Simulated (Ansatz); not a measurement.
Method: DFT PBE, scalar-relativistic, plane waves, PAW in Ansatz.

Structure of ZrN:

```xyz
2
Lattice="0.0000 2.2974 2.2974 2.2974 0.0000 2.2974 2.2974 2.2974 0.0000" Properties=species:S:1:pos:R:3 pbc="T T T"
Zr    2.2974    2.2974    2.2974
N     0.0000    0.0000    0.0000
```

Plane waves to 420 eV, a k mesh through Γ of 16×16×16 on the computed 2-atom cell and Gaussian smearing (0.10 eV); no spin polarisation.

Levels along Γ–X–U | K–Γ–L–W–X, in eV from the Fermi level, sorted by energy at each point. Points in fractions of the primitive reciprocal vectors: Γ (0.000 0.000 0.000), X (0.500 0.000 0.500), U (0.625 0.250 0.625), K (0.375 0.375 0.750), L (0.500 0.500 0.500), W (0.500 0.250 0.750).
```tsv
point	k (1/Å, with 2π)	band 7	band 8	band 9	band 10	band 11	band 12	band 13
Γ	0.000	-2.65	-2.65	-0.40	-0.40	-0.40	1.57	1.57
-	0.195	-2.84	-2.84	-0.63	0.03	0.03	1.64	2.19
-	0.391	-3.15	-3.15	-1.21	1.00	1.00	1.85	2.71
-	0.586	-3.35	-3.35	-1.89	2.15	2.15	2.17	3.22
-	0.781	-3.38	-3.38	-2.53	2.56	3.24	3.24	3.82
-	0.977	-3.31	-3.31	-3.03	2.94	4.01	4.01	4.43
-	1.172	-3.35	-3.20	-3.20	3.23	4.39	4.39	4.80
X	1.367	-3.45	-3.16	-3.16	3.34	4.48	4.48	4.88
-	1.437	-3.63	-3.20	-2.98	3.40	4.45	4.46	4.89
-	1.506	-3.91	-3.31	-2.69	3.59	4.36	4.41	4.94
-	1.575	-4.21	-3.49	-2.37	3.89	4.22	4.32	5.01
-	1.644	-4.53	-3.71	-2.01	4.05	4.19	4.27	5.07
-	1.713	-4.67	-3.95	-1.62	3.84	4.04	4.71	5.12
-	1.782	-4.71	-4.20	-1.18	3.61	3.85	5.13	5.19
U	1.851	-4.74	-4.44	-0.70	3.37	3.63	5.10	5.69
K	1.851	-4.74	-4.44	-0.70	3.37	3.63	5.10	5.69
-	2.058	-5.04	-4.80	0.91	2.62	2.89	4.77	7.05
-	2.265	-5.34	-4.73	1.87	2.06	2.43	4.22	7.67
-	2.473	-5.28	-4.49	1.18	1.26	2.93	3.60	6.94
-	2.680	-4.84	-4.04	0.57	0.57	2.19	2.81	5.68
-	2.887	-4.07	-3.45	0.04	0.09	0.98	2.26	3.92
-	3.094	-3.16	-2.90	-0.29	-0.26	0.04	1.83	2.32
Γ	3.301	-2.65	-2.65	-0.40	-0.40	-0.40	1.57	1.57
-	3.470	-2.94	-2.94	-0.24	-0.24	-0.24	1.95	1.95
-	3.640	-3.58	-3.58	0.03	0.15	0.15	2.87	2.87
-	3.809	-4.26	-4.26	0.39	0.73	0.73	4.05	4.05
-	3.978	-4.85	-4.85	0.91	1.44	1.44	5.28	5.28
-	4.147	-5.29	-5.29	1.62	2.19	2.19	5.66	6.42
-	4.316	-5.57	-5.57	2.46	2.80	2.80	5.18	7.29
L	4.486	-5.66	-5.66	2.99	3.05	3.05	4.72	7.64
-	4.624	-5.61	-5.60	2.71	2.88	3.09	5.12	7.58
-	4.762	-5.48	-5.45	2.13	2.56	3.24	5.70	7.38
-	4.900	-5.27	-5.24	1.63	2.11	3.48	5.76	7.07
-	5.038	-5.04	-5.03	1.29	1.66	3.79	5.41	6.68
-	5.176	-4.87	-4.84	1.10	1.30	4.12	4.99	6.29
-	5.314	-4.77	-4.75	1.03	1.08	4.39	4.68	5.98
W	5.453	-4.74	-4.74	1.01	1.01	4.49	4.56	5.86
-	5.550	-4.74	-4.70	0.28	1.74	4.49	4.53	5.82
-	5.648	-4.72	-4.61	-0.43	2.44	4.45	4.49	5.70
-	5.746	-4.64	-4.47	-1.11	3.09	4.31	4.49	5.48
-	5.843	-4.28	-4.15	-1.74	3.66	4.08	4.49	5.23
-	5.941	-4.03	-3.67	-2.32	3.76	4.10	4.49	5.03
-	6.039	-3.72	-3.30	-2.82	3.46	4.38	4.48	4.91
X	6.136	-3.45	-3.16	-3.16	3.34	4.48	4.48	4.88
```

Spin polarisation was left out, and a magnetic state may lie lower.